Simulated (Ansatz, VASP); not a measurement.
Two plane-wave programs on Se

```
Se
1.0
     3.78520    0.00000    0.00000
    -1.89260    3.27808    0.00000
     0.00000    0.00000    7.30300
Se
4
Direct
  0.00000 0.00000 0.00000
  0.00000 0.00000 0.50000
  0.33333 0.66667 0.75000
  0.66667 0.33333 0.25000
```

Alike in both runs: functional PBE; k mesh 15 × 15 × 6; occupations gaussian, width 0.1 eV; no spin polarisation.

Ansatz relaxed the structure, and its values are those at the end. VASP's run is a single point on that final structure, the one shown.

```csv
,VASP,Ansatz
version,VASP 6.6.1,Ansatz 0.2.0
potentials or method,"VASP PAW PBE potentials, release 64 (Se)","scalar-relativistic, plane waves, PAW"
plane-wave cutoff (eV),520,420
valence electrons in the cell,24,64
```

|  | VASP | Ansatz | Ansatz less VASP |
| --- | --- | --- | --- |
| gap on the k mesh at the Fermi level (eV) | none | none | - |
| pressure (GPa) | 0.0 | 0.0 | -0.02 |

A gap of «none» marks a metal or a gap that the smearing closes. The functional is the same, so the differences come from potentials, cutoffs and numerics. The two sets of potentials don't hold the same shells in valence.
